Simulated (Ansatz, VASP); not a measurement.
# Cross-check of GaSb between VASP and Ansatz, part 2 of 2

One calculation is typed for both programs; each brings its own data sets. How far apart do they land? The cell is taken from a series of runs on this material, whose earlier steps may have relaxed, scaled, displaced or heated it; both programs get it as it stands.

VASP 6.6.1 and Ansatz 0.2.0.

So far: Set-up; VASP: zone-centre phonons, PBEsol.

**3. Ansatz: zone-centre phonons, PBEsol**

Level of this step: Ansatz beside VASP: Kohn-Sham DFT, plane waves, PBEsol (Ansatz).

Ansatz runs on its PAW soft_1 files.

The same cell, functional, mesh and smearing now go to Ansatz, which takes its cutoff from its data sets.

input.yaml

```yaml
crystal:
  lattice:
    - [0.0, 3.0288448525, 3.1474413758]
    - [3.0288448525, 0.0, 3.1474413758]
    - [3.0288448525, 3.0288448525, 0.0]
  atoms:
    - { symbol: Ga, position: [0.0, 0.0, 0.0] }
    - { symbol: Sb, position: [0.75, 0.75, 0.75] }
kpoints:
  mp_grid: { grid: [12, 12, 12] }
hamiltonian:
  xc: pbesol
  pseudopotentials: { kind: paw, azcp: { folder: soft_1 }, xc_functional: pbe }
scf:
  occupations: { method: methfessel_paxton, width: 0.2 }
output:
  eigenvalues: true
phonons:
  method: dfpt
```

Started as:

```sh
ansatz run input.yaml --threads 4 --pin off --max-ram 10240MiB --backend cpu --events-out ev --progress --plain --runs-dir out
```

Numbers of over 12 decimals in the logs are rounded to 6 here.

The program printed:

```text
zone centre: on kpoints.mp_grid the ground state, and the responses unless they are solved on pairs of k-points, stand on 280 of the mesh's 1728 k-points, reduced under 4 symmetry operations, with k and −k counted as one. Each operation leaves every solved displacement unchanged or reverses it
Engine: ansatz 0.2.0, aarch64-unknown-linux-gnu
Pseudopotentials: kind: paw
Pseudopotential: Ga, paw, valence charge 13, recommended cutoff 420 eV (normal), soft_1/Ga.paw.azcp
Pseudopotential: Sb, paw, valence charge 15, recommended cutoff 420 eV (normal), soft_1/Sb.paw.azcp
Functional definition: PBEsol
  exchange = pbesol_x
  correlation = pbesol_c
Crystal: 2 atoms, lattice volume = 57.749 Å³
Basis set: ecut = 420 eV, 1131 PW (Γ), exchange–correlation on 60×60×60 points (8 copies of the dense FFT grid, shifted against one another)
Bands: 18, of which v1, the nominal top of the filled ones, is band 14 counted from 1 (13 counted from 0)
Symmetry: 8 space group operations
k-points: 280 of 1728 (irreducible under 4 space group operations, time reversal used)
Non-local potential: Ga, projectors of the file, l = 0: 2, l = 1: 2, l = 2: 3, l = 3: 1
Non-local potential: Sb, projectors of the file, l = 0: 2, l = 1: 2, l = 2: 2, l = 3: 1
PAW form: soft (Blöchl's): semilocal exchange-correlation on the pseudo side does not see the compensation charge
PAW frozen core: Ga, regenerated for the run's functional, and the local potential with it (the file was generated under x = pbe(κ = 0.804, μ = 0.219515), c = pbe(β = 0.066725))
PAW frozen core: Sb, regenerated for the run's functional, and the local potential with it (the file was generated under x = pbe(κ = 0.804, μ = 0.219515), c = pbe(β = 0.066725))
PAW one-centre angular grid: Ga, 590 points (default); XC on 64 Gauss nodes
PAW one-centre angular grid: Sb, 590 points (default); XC on 64 Gauss nodes
Initial density: superposition of atomic densities (chi_scale 0.1, normalization cell, long waves kept (reshape's long-wave potential 0.00 eV rms))
Initial wavefunctions: pseudopotential atomic-orbital guess
Functional: x = pbesol(κ = 0.804, μ = 0.123457), c = pbesol(β = 0.046)
SCF iter   1: F=—  HF=-10151.690944 eV  |F-HF|=—  |Δ(HF+E_count)|=         —  Δρ=3.14e-2  dr2=4.05e-1  ethr=3.10e-3  ⟨swp⟩=5.6  Hψ=25880  notcnv=0
preconditioner: auto → none  [insulator: Δε(μ)=0.233 eV  Ē_g=14.675 eV  σ=0.200 eV  W_gap=0.63  n_scr=14 (ndim 8)  ℏωp=20.7 eV  f_vac=0.007  D(μ)=0.03/eV (n_scr^D=0)  ε∞_Penn≈3.0]
SCF iter   2: F=—  HF=-10151.615065 eV  |F-HF|=—  |Δ(HF+E_count)|=   7.59e-2  S|Δr|=    0.00e0  Δρ=1.42e-2  dr2=6.84e-2  ethr=1.45e-3  ⟨swp⟩=2.0  Hψ=8389  notcnv=0
SCF iter   3: F=—  HF=-10151.613345 eV  |F-HF|=—  |Δ(HF+E_count)|=   1.72e-3  S|Δr|=    0.00e0  Δρ=4.98e-3  dr2=1.38e-2  ethr=2.44e-4  ⟨swp⟩=2.0  Hψ=8117  notcnv=0
SCF iter   4: F=—  HF=-10151.607210 eV  |F-HF|=—  |Δ(HF+E_count)|=   6.13e-3  S|Δr|=    0.00e0  Δρ=7.96e-4  dr2=2.02e-4  ethr=4.92e-5  ⟨swp⟩=2.0  Hψ=7561  notcnv=0
SCF iter   5: F=—  HF=-10151.607189 eV  |F-HF|=—  |Δ(HF+E_count)|=   2.11e-5  S|Δr|=    0.00e0  Δρ=3.55e-4  dr2=2.58e-5  ethr=7.21e-7  ⟨swp⟩=2.0  Hψ=7564  notcnv=0
SCF iter   6: F=—  HF=-10151.607194 eV  |F-HF|=—  |Δ(HF+E_count)|=   4.85e-6  S|Δr|=    0.00e0  Δρ=3.15e-5  dr2=4.35e-7  ethr=9.20e-8  ⟨swp⟩=2.0  Hψ=8766  notcnv=0
SCF iter   7: F=—  HF=-10151.607193 eV  |F-HF|=—  |Δ(HF+E_count)|=   9.46e-7  S|Δr|=    0.00e0  Δρ=6.38e-6  dr2=2.02e-8  ethr=1.55e-9  ⟨swp⟩=2.0  Hψ=8966  notcnv=0
SCF iter   8: F=—  HF=-10151.607193 eV  |F-HF|=—  |Δ(HF+E_count)|=   2.05e-8  S|Δr|=    0.00e0  Δρ=9.85e-7  dr2=5.68e-10  ethr=7.22e-11  ⟨swp⟩=2.2  Hψ=6736  notcnv=0
SCF iter   9: F=-10151.607193 eV  HF=-10151.607193 eV  |F-HF|=1.09e-11  |Δ(HF+E_count)|=  4.44e-10  S|Δr|=    0.00e0  Δρ=1.47e-7  dr2=8.80e-12  ethr=1.00e-12  ⟨swp⟩=5.0  Hψ=27837  notcnv=0
SCF 1 converged in 9 iterations: F = -10151.607193 eV  dr2 = 8.80e-12
  greatest PAW one-centre occupation: 0.996 electrons in one spin orbital (limit 2), on the Sb atom at site 1 (counted from 0), in its partial waves of l = 2
DFPT response loops at Γ: preconditioner auto → Kerker (q_TF=auto, 2.418 Å⁻¹) (partly filled bands, converged f_vac=0.079); β = 1.00, the filter's whole step (`scf.mixing.beta` (0.50) is not read by the response loops under this deck's `scf.mixing.preconditioner`; to damp them name `kerker` or `kerker_dos`, under which they read `scf.mixing.beta`, and type it under 1.00, their step now; both keys bind the ground state too); Broyden in place of MSR1
SCF converged after 9 iterations
Stability not checked: this state was not tested for a lower state beside it, because cold or Methfessel-Paxton smearing, or corrected tetrahedra, fill the levels in a way that the test cannot read (fill_not_monotonic; see scf.lower_state_search)
Free energy (F): -10151.607193 eV
Harris-Foulkes:  -10151.607193 eV  (|F-HF|=1.09e-11)
Internal energy: -10151.607705 eV  (E = F + TS)
E sigma→0 (E₀):  -10151.607321 eV
Entropy (-TS):   0.000512 eV (0.256 meV/atom)
Fermi energy:    7.663230 eV
Step filling:    the computed levels leave a gap of 0.0000 eV = 0.0 smearing widths at the electron count; against every level under it full and every level over it empty, smearing changes F+E_penalty+E_count by +0.139 meV and its σ→0 estimate by +0.011 meV
--- Per-component energies (eV) ---
  E_band       = -263.983236
  E_kinetic    = 275.414273
  E_local      = -3391.935664  (includes V_loc(G=0)·N_el)
  E_nonlocal   = 299.565254
  E_hartree    = 1732.281048
  E_xc         = -160.236067
  E_vxc        = -145.881565  (∫ρ·V_xc dr)
  E_paw        = -6420.630105  (= ΣΔE_a)
  E_vpaw       = -765.707539  (= ΣTr[D̂ρ^β])
  E_aug_tail   = -0.000082  (compensation charges beyond the density's cutoff)
  E_ewald      = -2487.261196
  E_core_change = 1.194834  (= ΣΔE_core)
  E_smearing   = 0.000512  (= −TS)
  E_closure    = -0.000000  (closes the sum)
  Σ components = -10151.607193   (vs F -10151.607193, Δ=0.00e0)
--- Band table (eV; the first three rows and the last of 280) ---
  k-point 0: bands = [... 10 lower, -3.8767, 7.4074, 7.4743, 7.6409, 7.6409, 10.3075, 10.3075, 10.4180]
  k-point 1: bands = [... 10 lower, -3.8059, 6.2118, 7.3602, 7.5258, 8.3923, 10.4675, 10.4770, 10.6533]
  k-point 2: bands = [... 10 lower, -3.5974, 4.8388, 7.0694, 7.2664, 8.5052, 10.8599, 10.8651, 11.4745]
  k-point 279: bands = [... 10 lower, -1.5568, 0.6802, 5.1721, 5.1721, 8.6208, 8.9082, 16.1696, 16.1696]
--- Phonons (Γ-DFPT): 4 representative perturbations + reference, on 280 of 1728 k-points (Σ response iterations 12) ---
  k mesh reduced under 4 symmetry operations, with k and −k counted as one. Each operation leaves every solved displacement unchanged or reverses it
  ASR residual: 1.886e-4 → 0.000e0 eV/Å²; symmetrization residual: 4.168e-6 eV/Å²
  ASR residual per site (eV/Å²): 1.89e-4 8.41e-5
  Γ frequencies (cm⁻¹): 0.00 0.00 0.00 214.57 215.94 215.94
  non-analytic LO–TO correction: not included (Born effective charges unavailable; polar crystals: no LO–TO splitting at Γ)
```

In the SCF lines HF is the Harris–Foulkes energy and dr2 the Hartree energy of the density residual, in eV; the loop may stop once dr2 is under the threshold and the program's other checks hold. Hψ counts applications of the Hamiltonian.

**4. Comparison**

Known differences besides the potentials themselves: the data sets hold 28 valence electrons in Ansatz (on its PAW soft_1 files) and 18 in VASP; the cutoff is 420 eV in Ansatz and 500 eV in VASP; Ansatz makes its cores anew for this functional, VASP keeps those of its PBE data sets. Total energies have different zeros and are not compared.

Compared:

| quantity | Ansatz | VASP | difference |
| --- | --- | --- | --- |
| optical mode 1 (cm⁻¹) | 214.6 | 215.7 | -0.54 % |
| optical mode 2 to 3 (cm⁻¹) | 215.9 | 216.9 | -0.42 % |

Modes are paired by rising frequency, not by their patterns, so a pair may set unlike modes beside each other; they are those without the splitting of longitudinal modes.

**5. Summary of results**

```
r.m.s. difference of the optical zone-centre modes, each program's sorted by frequency (zone-centre phonons, PBEsol) : 1.0 cm⁻¹
difference in optical mode 1 (zone-centre phonons, PBEsol)                                                           : -0.5 %
```

The r.m.s. difference of the optical zone-centre modes, each program's sorted by frequency is 1.0 cm⁻¹ (zone-centre phonons, PBEsol). The data sets hold unlike numbers of valence electrons (28 in Ansatz and 18 in VASP), so part of the differences comes from the potentials. Among the rows given in per cent, the largest difference of the zone-centre phonons, PBEsol pair is in optical mode 1, -0.5 %. Such differences can come from data sets, numerical settings and the points named under the comparisons, not from the functional's error against experiment.

[Lines on the potential files, build, host, timing and source positions are cut from VASP's logs without a mark.]

[Logs are printed without paths, hosts, clocks, repeated set-up lines and the standing remarks that a program may print on its own settings, such as how far it seeks lower states.]

[Hosts, paths, dates, database ids (printed as entryN), source tags and the programs' standing remarks are cut or masked in the printed files.]
